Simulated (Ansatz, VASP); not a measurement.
CdS: VASP beside Ansatz

```
Cd S
1.0
     0.00000    2.75324    2.75324
     2.75324    0.00000    2.75324
     2.75324    2.75324    0.00000
Cd S
1 1
Direct
  0.00000 0.00000 0.00000
  0.50000 0.50000 0.50000
```

Measurements of this composition are mostly on another form, of space group No. 186.

Alike in both runs: task relaxation of cell and atoms; functional r2SCAN; k mesh 5 × 5 × 5; no spin polarisation.

```csv
,VASP,Ansatz
version,VASP 6.6.1,Ansatz 0.2.0
potentials or method,"VASP PAW PBE potentials, release 64 (Cd, S)","plane waves, PAW"
plane-wave cutoff (eV),600,626
occupations,"gaussian, width 0.01 eV",fixed
valence electrons in the cell,18,26
```

```csv
,VASP,Ansatz,Ansatz less VASP
relaxed volume (Å³/atom),20.41,20.30,-0.104
relaxed cell length with the largest relative difference (Å),3.865,3.858,-0.0066
energy change over the relaxation (meV/atom),-3,-4,-1.3
```

The two sets of potentials don't hold the same shells in valence.

Caveats: the PAW data sets were made with another functional, which shifts forces and pressure a little (VASP). A k mesh can miss the band edges.
